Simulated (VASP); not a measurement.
Crystal: TePb.

```
Te Pb
1.0
     0.00000    3.22185    3.22185
     3.22185    0.00000    3.22185
     3.22185    3.22185    0.00000
Te Pb
1 1
Direct
  0.50000 0.50000 0.50000
  0.00000 0.00000 0.00000
```

Program: VASP 6.6.1. Alike in all runs: task band structure; potentials or basis VASP PAW PBE potentials, release 64 (Te, Pb_d); no spin polarisation; cell as given; k mesh 6 × 6 × 6; cutoff (eV) 520; smearing gaussian 0.03 eV.

Question: Order these runs on this cell by their band gap on the k mesh, lowest first.
A. level HSE06; screening parameter 0.2 1/A
B. level PBE0; exchange at q = 0 truncated
C. level PBE-EpsX; exchange at q = 0 truncated; share of exact exchange 0.0334

Answer: C (0.83 eV), A (1.07 eV), B (1.59 eV).

Caveats: spin-orbit coupling is left out, which as a rule narrows the gap of such compounds by several tenths of an eV.

Runs at the PBE level aren't shown here.
